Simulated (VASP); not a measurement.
**A VASP 6.6.1 single-point calculation on SrTiO₃**

INCAR

```
EDIFF = 1E-7
ISIF = 2
LREAL = .FALSE.
NSW = 0
LCHARG = .FALSE.
IBRION = -1
LWAVE = .FALSE.
IVDW = 20
ISMEAR = -1
GGA = PE
PREC = Accurate
SIGMA = 0.02
ENCUT = 520
NELM = 78
NBANDS = 28
LASPH = .TRUE.
```

KPOINTS

```
KPOINTS created by Atomic Simulation Environment
0
Gamma
6 6 6
0 0 0
```

POSCAR

```
Sr Ti O
 1.0000000000000000
     3.9068515015636387    0.0000000000000000    0.0000000000000000
     0.0000000000000000    3.9068515015636387    0.0000000000000000
     0.0000000000000000    0.0000000000000000    3.9068515015636387
 Sr  Ti  O
   1   1   3
Cartesian
  0.0000000000000000 -0.0000000000000000  0.0000000000000000
  1.9534257507818193  1.9534257507818193  1.9534257507818193
  1.9534257507818193  1.9534257507818193 -0.0000000000000000
  1.9534257507818193  0.0000000000000000  1.9534257507818193
  0.0000000000000000  1.9534257507818193  1.9534257507818193
```

The recommended PBE PAW datasets give the neutral cell 40 valence electrons.

Command

```
mpirun -np 1 vasp_std
```

OSZICAR

```
N       E                     dE             d eps       ncg     rms          rms(c)
DAV:   1     0.437791704635E+03    0.43779E+03   -0.21697E+04  1120   0.159E+03
DAV:   2    -0.539788698240E+00   -0.43833E+03   -0.41660E+03  1252   0.441E+02
DAV:   3    -0.477995755490E+02   -0.47260E+02   -0.46783E+02  1488   0.140E+02
DAV:   4    -0.503002413054E+02   -0.25007E+01   -0.24951E+01  1704   0.273E+01
DAV:   5    -0.503709835505E+02   -0.70742E-01   -0.70724E-01  1528   0.391E+00    0.266E+01
DAV:   6    -0.401484101829E+02    0.10223E+02   -0.52560E+01  1568   0.645E+01    0.147E+01
DAV:   7    -0.401585436182E+02   -0.10133E-01   -0.75116E+00  1488   0.208E+01    0.109E+01
DAV:   8    -0.401415472792E+02    0.16996E-01   -0.13713E+00  1356   0.123E+01    0.287E+00
DAV:   9    -0.400903635039E+02    0.51184E-01   -0.32095E-01  1452   0.516E+00    0.117E+00
DAV:  10    -0.400843451036E+02    0.60184E-02   -0.93751E-02  1384   0.216E+00    0.694E-01
DAV:  11    -0.400786452840E+02    0.56998E-02   -0.23473E-02  1744   0.142E+00    0.138E-01
DAV:  12    -0.400786648898E+02   -0.19606E-04   -0.13948E-03  1380   0.383E-01    0.120E-01
DAV:  13    -0.400786425558E+02    0.22334E-04   -0.37181E-04  1624   0.144E-01    0.373E-02
DAV:  14    -0.400786506398E+02   -0.80840E-05   -0.10223E-04  1440   0.573E-02    0.282E-02
DAV:  15    -0.400786446736E+02    0.59662E-05   -0.30198E-05  1576   0.509E-02    0.126E-02
DAV:  16    -0.400786444870E+02    0.18656E-06   -0.66635E-06  1296   0.284E-02    0.233E-03
DAV:  17    -0.400786445707E+02   -0.83656E-07   -0.44840E-07  1384   0.490E-03
   1 F= -.42085931E+02 E0= -.42085931E+02  d E =-.869514E-13
```

From OUTCAR

```
k-points           NKPTS =     20   k-points in BZ     NKDIM =     20   number of bands    NBANDS=     28

   NELECT =      40.0000    total number of electrons

   dimension x,y,z NGX =    30 NGY =   30 NGZ =   30
   dimension x,y,z NGXF=    60 NGYF=   60 NGZF=   60

  energy-cutoff  :      520.00
  volume of cell :       59.63
      direct lattice vectors                 reciprocal lattice vectors
     3.906851502  0.000000000  0.000000000     0.255960586  0.000000000  0.000000000
     0.000000000  3.906851502  0.000000000     0.000000000  0.255960586  0.000000000
     0.000000000  0.000000000  3.906851502     0.000000000  0.000000000  0.255960586

 k-points in reciprocal lattice and weights: KPOINTS created by Atomic Simulation Env
   0.00000000  0.00000000  0.00000000       0.005
   0.16666667  0.00000000  0.00000000       0.028
   0.33333333  0.00000000  0.00000000       0.028
   0.50000000  0.00000000  0.00000000       0.014
   0.16666667  0.16666667  0.00000000       0.056
   0.33333333  0.16666667  0.00000000       0.111
   0.50000000  0.16666667  0.00000000       0.056
   0.33333333  0.33333333  0.00000000       0.056
   ...

 E-fermi :   4.6826

 k-point     1 :       0.0000    0.0000    0.0000
  band No.  band energies     occupation
      1     -52.3178      2.00000
      2     -28.6406      2.00000
      3     -28.5630      2.00000
      4     -28.5630      2.00000
      5     -28.5630      2.00000
      6     -13.2693      2.00000
      7     -12.2865      2.00000
      8     -12.2865      2.00000
      9     -10.6321      2.00000
     10     -10.6321      2.00000
     11     -10.6321      2.00000
     12       1.3319      2.00000
     13       1.3319      2.00000
     14       1.3319      2.00000
     15       2.9868      2.00000
     16       2.9868      2.00000
     17       2.9868      2.00000
     18       3.7976      2.00000
     19       3.7976      2.00000
     20       3.7976      2.00000
     21       6.0064      0.00000
     22       6.0064      0.00000
     23       6.0064      0.00000
     24       8.4482      0.00000
     25       8.4483      0.00000
     26       9.5547      0.00000
     27       9.5547      0.00000
     28      10.3530      0.00000

 k-point     2 :       0.1667    0.0000    0.0000
  band No.  band energies     occupation
      1     -52.3174      2.00000
      2     -28.6705      2.00000
      3     -28.5623      2.00000
      4     -28.5623      2.00000
      5     -28.5451      2.00000
      6     -13.2880      2.00000
      7     -12.2821      2.00000
      8     -12.2769      2.00000
      9     -10.6205      2.00000
     10     -10.6205      2.00000
     11     -10.4569      2.00000
     12       0.9807      2.00000
     13       1.3144      2.00000
     14       1.3144      2.00000
     15       2.6475      2.00000
     16       2.6475      2.00000
     17       2.7554      2.00000
     18       3.0432      2.00000
     19       3.6493      2.00000
     20       3.6493      2.00000
     21       6.0471      0.00000
     22       6.5785      0.00000
     23       6.5785      0.00000
     24       8.4539      0.00000
     25       9.1913      0.00000
     26       9.9963      0.00000
     27      10.0247      0.00000
     28      11.0018      0.00000

 ...

  Total      -0.85826    -0.85826    -0.85826    -0.00000     0.00000     0.00000
  in kB     -23.05933   -23.05933   -23.05933    -0.00000     0.00000     0.00000
  external pressure =      -23.06 kB  Pullay stress =        0.00 kB

 POSITION                                       TOTAL-FORCE (eV/Angst)
 -----------------------------------------------------------------------------------
      0.00000      0.00000      0.00000         0.000000      0.000000      0.000000
      1.95343      1.95343      1.95343         0.000000      0.000000      0.000000
      1.95343      1.95343      0.00000         0.000000      0.000000      0.000000
      1.95343      0.00000      1.95343         0.000000      0.000000      0.000000
      0.00000      1.95343      1.95343         0.000000      0.000000      0.000000
 -----------------------------------------------------------------------------------
    total drift:                                0.000000      0.000000     -0.000000

  FREE ENERGIE OF THE ION-ELECTRON SYSTEM (eV)
  ---------------------------------------------------
  free  energy   TOTEN  =       -42.0859310951 eV

  energy  without entropy=      -42.0859310951  energy(sigma->0) =      -42.08593110
```

It converged. Results: gap between bands v and c on the k mesh 1.85 eV; least direct gap on the k mesh 2.21 eV; pressure -2.3 GPa. Band v is the last that the valence electrons fill when counted band by band, and c is the next.

For comparison, a separate PBE run of the intended cell, on usual settings and not on those above, gives a gap of 1.85 eV on its mesh and a pressure of 4.7 GPa.

The run above took about 46 s on one core of a shared host (Intel Xeon Platinum 8488C) and held 0.19 GiB at most.
